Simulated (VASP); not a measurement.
# W (Im-3m) in VASP: further runs, part 2 of 2

VASP 6.6.1. Earlier steps stand in the parts before.

## (4) Single point, r2SCAN (a relaxed cell with its volume scaled by 1.03)

Contents of INCAR:

```
SYSTEM = W
PREC = Accurate ; ENCUT = 520
EDIFF = 1E-7 ; ISMEAR = 0
SIGMA = 0.1 ; LREAL = .FALSE.
LASPH = .TRUE. ; NELM = 60
ALGO = Normal ; ISIF = 2
LWAVE = .FALSE. ; LCHARG = .FALSE.
METAGGA = R2SCAN ; LMIXTAU = .TRUE.
```

Contents of KPOINTS:

```
regular mesh
0
G
  18 18 18
  0 0 0
```

Contents of POSCAR:

```
W                                       
1.0
   -1.6019791246      1.6019791246      1.6019791246
    1.6019791246     -1.6019791246      1.6019791246
    1.6019791246      1.6019791246     -1.6019791246
  W             
     1
Direct
     0.0000000000000000    0.0000000000000000    0.0000000000000000
```

Potentials or basis: VASP PAW PBE potentials, release 64 (W_sv).

Launch:

```
$ cat potpaw_PBE.64/W_sv/POTCAR > POTCAR
$ mpirun -np 1 vasp_std > vasp.out
```

OUTCAR:

```text
SYSTEM = W
   PREC = Accurate
   ENCUT = 520
   EDIFF = 1E-7
   ISMEAR = 0
   LREAL = .FALSE.
   LASPH = .TRUE.
   NELM = 60
   ISIF = 2
   METAGGA = R2SCAN

 ion  position               nearest neighbor table
   1  0.000  0.000  0.000-

  LATTYP: Found a body centered cubic cell.
 ALAT       =     3.2039582492

  Lattice vectors:

 A1 = (  -1.6019791246,   1.6019791246,   1.6019791246)
 A2 = (   1.6019791246,  -1.6019791246,   1.6019791246)
 A3 = (   1.6019791246,   1.6019791246,  -1.6019791246)

Analysis of symmetry for initial positions (statically):
=====================================================================
 Subroutine PRICEL returns:
 Original cell was already a primitive cell.

 Routine SETGRP: Setting up the symmetry group for a
 body centered cubic supercell.

 Subroutine GETGRP returns: Found 48 space group operations
 (whereof 48 operations were pure point group operations)
 out of a pool of 48 trial point group operations.

The static configuration has the point symmetry O_h .

Analysis of symmetry for dynamics (positions and initial velocities):
=====================================================================
 Subroutine PRICEL returns:
 Original cell was already a primitive cell.

 Routine SETGRP: Setting up the symmetry group for a
 body centered cubic supercell.

 Subroutine GETGRP returns: Found 48 space group operations
 (whereof 48 operations were pure point group operations)
 out of a pool of 48 trial point group operations.

The dynamic configuration has the point symmetry O_h .

 Subroutine INISYM returns: Found 48 space group operations
 (whereof 48 operations are pure point group operations),
 and found     1 'primitive' translations

[... 109 lines left out ...]
   IALGO  =     38    algorithm
   IMIX   =      4    mixing-type and parameters
     AMIX     =   0.40;   BMIX     =  1.00
     AMIX_MAG =   1.60;   BMIX_MAG =  1.00
  volume/ion in A,a.u.               =      16.44       110.98
  Fermi-wavevector in a.u.,A,eV,Ry     =   1.551579  2.932060 32.754645  2.407399
  Thomas-Fermi vector in A             =   2.656078
   LORBIT       =      0    0 simple, 1 ext, 2 COOP (PROOUT), +10 PAW based schemes
   METAGGA = R2SCAN    functional components
   LHFCALC =     F    Hartree Fock is set to
   AEXX    =    0.0000 exact exchange contribution
   IVDW    =     0    specifies the selected vdW correction
   LEPSILON=     F    determine dielectric tensor
   LRPA    =     F    only Hartree local field effects (RPA)
 non-spin polarized calculation
 Gauss-broadening in eV      SIGMA  =   0.10
  energy-cutoff  :      520.00
  volume of cell :       16.44
 maximum number of plane-waves:       466
 NGX is ok and might be reduce to    24
   NGX = 11   NGY = 11   NGZ = 11

 number of electron      14.0000001 magnetization

 Free energy of the ion-electron system (eV)
  ---------------------------------------------------
  ext. energy  EPLUGINS =         0.00000000
  ---------------------------------------------------
  free energy    TOTEN  =       -51.33456631 eV

  energy without entropy =      -51.33061614  energy(sigma->0) =      -51.33259122

 E-fermi :  10.7529     XC(G=0): -14.7220

 val. band max:       10.7483136637   @ k =  -0.1667   0.1667   0.0556
 cond. band min:      10.7564297661   @ k =   0.4444   0.0000   0.0000
 fundamental gap:      0.0081161024
 Fermi energy:        10.7529165816

 k-point     1 :       0.0000    0.0000    0.0000
  band No.  band energies     occupation
      1     -65.3961      2.00000
      2     -28.3108      2.00000
      3     -28.3108      2.00000
      4     -28.3108      2.00000
      5       0.8454      2.00000
      6       9.5441      2.00000
      7       9.5441      2.00000
      8       9.5441      2.00000
      9      13.2474      0.00000
     10      13.2474      0.00000
     11      25.9410      0.00000
[... 309 lines left out ...]
 k-point    24 :       0.3889    0.1111    0.0000
  band No.  band energies     occupation
      1     -65.2674      2.00000
      2     -29.4524      2.00000
      3     -28.7388      2.00000
      4     -28.3700      2.00000
      5       4.8763      2.00000
      6       7.3403      2.00000
      7      10.0019      2.00000
      8      12.9228      0.00000
      9      14.2518      0.00000
     10      17.0696      0.00000
     11      21.7473      0.00000

 [... further k-points ...]
[... 5 lines left out ...]
  --------------------------------------------------------------------------------------
  -------------------------------------------------------------------------------------
  Total       -0.9037371     -0.9037371     -0.9037371     -0.0000000     -0.0000000     -0.0000000
  in kB      -88.0485400    -88.0485400    -88.0485400     -0.0000000     -0.0000000     -0.0000000
  external PRESSURE =     -88.0485400 kB  Pullay stress =       0.0000000 kB

 VOLUME and BASIS-vectors are now :
 -----------------------------------------------------------------------------
  energy-cutoff  :      520.00
  volume of cell :       16.44
      direct lattice vectors                 reciprocal lattice vectors
    -1.601979125  1.601979125  1.601979125     0.000000000  0.312113930  0.312113930
     1.601979125 -1.601979125  1.601979125     0.312113930  0.000000000  0.312113930
     1.601979125  1.601979125 -1.601979125     0.312113930  0.312113930  0.000000000

 POSITION                                       TOTAL-FORCE (eV/Angst)
 -----------------------------------------------------------------------------------
      0.00000      0.00000      0.00000        -0.000000      0.000000      0.000000
 -----------------------------------------------------------------------------------
    total drift:                                0.000000      0.000000     -0.000000

  FREE ENERGIE OF THE ION-ELECTRON SYSTEM (eV)
  ---------------------------------------------------
  free  energy   TOTEN  =       -51.3345663061 eV

  energy  without entropy=      -51.3306161430  energy(sigma->0) =      -51.33259122
```

Run time: 2 min. Hardware: 1 thread of Intel Xeon 6975P-C (Granite Rapids), shared host; peak memory 0.17 GiB.

What came out:

```yaml
Free_energy: -51.3346 eV
Pressure: -8.8 GPa
Band_gap_on_the_k_mesh: none (metal or under the smearing width)
```

Levels at points of the mesh, in eV from the Fermi level:
| k point | band 3 | band 4 | band 5 | band 6 | band 7 | band 8 | band 9 | band 10 | band 11 |
| --- | --- | --- | --- | --- | --- | --- | --- | --- | --- |
| (0.00, 0.00, 0.00) | -39.06 | -39.06 | -9.91 | -1.21 | -1.21 | -1.21 | 2.49 | 2.49 | 15.19 |
| (0.50, 0.00, 0.00) | -39.46 | -39.07 | -6.30 | -3.56 | 0.42 | 2.31 | 3.32 | 6.02 | 11.07 |
| (0.50, 0.50, 0.50) | -39.92 | -39.92 | -5.70 | -5.70 | 5.08 | 5.08 | 5.08 | 8.26 | 8.26 |

Caveat: the PAW data sets were made with another functional, which shifts forces and pressure a little.

## (5) Summary

| cell | gap on the mesh (eV) | pressure (GPa) |
| --- | --- | --- |
| as given | none | 0.0 |
| a relaxed cell with its volume scaled by 0.97 | none | 10.4 |
| a relaxed cell with its volume scaled by 1.03 | none | -8.8 |

Alike in all rows: task single point; level r2SCAN; potentials or basis VASP PAW PBE potentials, release 64 (W_sv); no spin polarisation; k mesh 18 × 18 × 18; cutoff (eV) 520; smearing gaussian 0.1 eV.

Caveats: the PAW data sets were made with another functional, which shifts forces and pressure a little.

Total energies depend on the potentials used, so only differences within one code and one set of settings carry meaning.
